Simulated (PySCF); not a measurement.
## Functional benchmark on one molecule

Molecule: 1-Propanamine (CCCN, C3H9N).

Bonds (- single, = double, # triple, : aromatic): C1-C2 1.520 Å, C2-C3 1.520 Å, C3-N4 1.449 Å. C1 carries H5, H6, H7; C2 carries H8, H9; C3 carries H10, H11; N4 carries H12, H13.

Geometry PBE0-D3(BJ)/def2-SVP throughout; GIAO in PySCF 2.14.0 with density-fitted response routines, gas phase, one conformer, non-relativistic; equivalent atoms averaged; basis pcSseg-2.

Reference values (measured; solution, not stated per compound (mostly CDCl3 or CCl4); Pretsch, Buehlmann, Badertscher, Structure Determination of Organic Compounds, 4th ed. (2009)): δ(C3) = 44.6 ppm, δ(C2) = 27.4 ppm, δ(C1) = 11.5 ppm, δ(H10/H11) = 2.65 ppm, δ(H8/H9) = 1.46 ppm, δ(H5/H6/H7) = 0.91 ppm. Computed shifts are taken against TMS, calculated as an isolated molecule at each level.

Task: How do the functionals HF, LDA, PBE, BLYP, BP86, OPBE, KT2, KT3, B97-D, B3LYP, PBE0, mPW1PW91, WP04, B97-2, BHandHLYP, CAM-B3LYP, wB97X-D, LC-wPBE perform against the reference? Times are CPU seconds on shared hosts with different chips, so compare them loosely; the GGAs took longer than the global hybrids here, which isn't the general rule, and the cause wasn't traced.

Result: 
```csv
functional,kind,C3,C2,C1,H10/H11,H8/H9,H5/H6/H7,mean abs. error C,mean abs. error H,core-s
HF,Hartree–Fock,45.3,28.7,14.6,2.30,1.31,0.93,1.7,0.17,9.9
LDA,LDA,53.9,32.4,12.1,2.90,1.53,0.91,5.0,0.11,19
PBE,GGA,53.5,32.9,13.9,2.84,1.49,0.93,5.6,0.08,23
BLYP,GGA,55.0,34.5,14.6,2.87,1.51,0.98,6.9,0.11,24
BP86,GGA,53.2,32.7,14.0,2.83,1.48,0.93,5.5,0.07,23
OPBE,GGA,50.9,31.0,14.3,2.76,1.44,0.88,4.2,0.05,23
KT2,GGA,52.4,32.1,13.5,2.83,1.48,0.93,4.8,0.07,23
KT3,GGA,52.1,32.4,14.6,2.80,1.47,0.94,5.2,0.06,24
B97-D,GGA,53.0,33.0,14.8,2.83,1.50,0.96,5.8,0.09,22
B3LYP,global hybrid,52.5,32.9,14.4,2.71,1.46,0.95,5.4,0.03,15
PBE0,global hybrid,50.6,31.0,13.9,2.64,1.42,0.90,4.0,0.02,14
mPW1PW91,global hybrid,50.6,31.0,14.1,2.63,1.42,0.90,4.1,0.02,15
WP04,global hybrid,51.6,32.1,15.7,2.52,1.37,0.89,5.3,0.08,21
B97-2,global hybrid,50.6,31.2,14.4,2.64,1.42,0.91,4.2,0.02,21
BHandHLYP,global hybrid,49.5,31.1,14.3,2.52,1.40,0.93,3.8,0.07,21
CAM-B3LYP,range-separated hybrid,51.0,31.8,13.8,2.64,1.45,0.95,4.4,0.02,28
wB97X-D,range-separated hybrid,50.1,30.8,14.1,2.58,1.41,0.90,3.8,0.04,28
LC-wPBE,range-separated hybrid,47.9,29.0,13.4,2.50,1.39,0.87,2.3,0.09,38
```

For 13C the closest is HF (1.7 ppm) and the furthest BLYP (6.9 ppm).

For 1H the closest is B97-2 (0.02 ppm, with CAM-B3LYP, PBE0, mPW1PW91, B3LYP, wB97X-D practically level) and the furthest HF (0.17 ppm). One molecule is a small sample, and vibrational and solvent effects are absent from the calculation.
